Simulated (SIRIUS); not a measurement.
## CdSe under changes of volume

One of the cells (28.942 Å³/atom); the others are scaled copies at fixed shape and fractional positions:

```
Cd Se
1.0
     0.00000    3.07027    3.07027
     3.07027    0.00000    3.07027
     3.07027    3.07027    0.00000
Cd Se
1 1
Direct
  0.00000 0.00000 0.00000
  0.25000 0.25000 0.25000
```

Measurements of this composition are mostly on another form, of space group No. 186.

* Program: SIRIUS 7.12.0
* Functional: RPBE
* Potentials or basis: all-electron FP-LAPW
* Cutoff: 173 eV
* Basis: apw+lo standard
* k mesh: 8 × 8 × 8
* Occupations: fermi-dirac, width 0.05 eV
* Spin: no spin polarisation

| volume (Å³/atom) | energy over the lowest point (meV/atom) | gap on the mesh (eV) |
| --- | --- | --- |
| 27.206 | 72.45 | 0.85 |
| 27.784 | 50.08 | 0.80 |
| 28.363 | 32.29 | 0.76 |
| 28.942 | ? | ? |
| 29.521 | 9.15 | 0.68 |
| 30.100 | 3.06 | 0.64 |
| 30.679 | 0.00 | 0.60 |

Question: What does the run at 28.942 Å³/atom give?

Answer: Energy over the lowest point 18.69 meV/atom; gap on the mesh 0.72 eV.

Worked out: A Birch-Murnaghan fit of order 3 (a polynomial in V^(-2/3)) to the other rows has its minimum at 31.00 Å³/atom, just outside them, with B0 = V·E''(V) = 40 GPa and B' = 4.2. It gives 18.82 meV/atom at 28.942 Å³/atom, against the run's 18.69. A straight line through the other rows of the gap, of slope -2.05 eV per unit of ln V (its deformation potential), gives 0.72 eV, against the run's 0.72.

Energies are extrapolated to zero smearing.

Spin-orbit coupling on Cd, Se is left out.
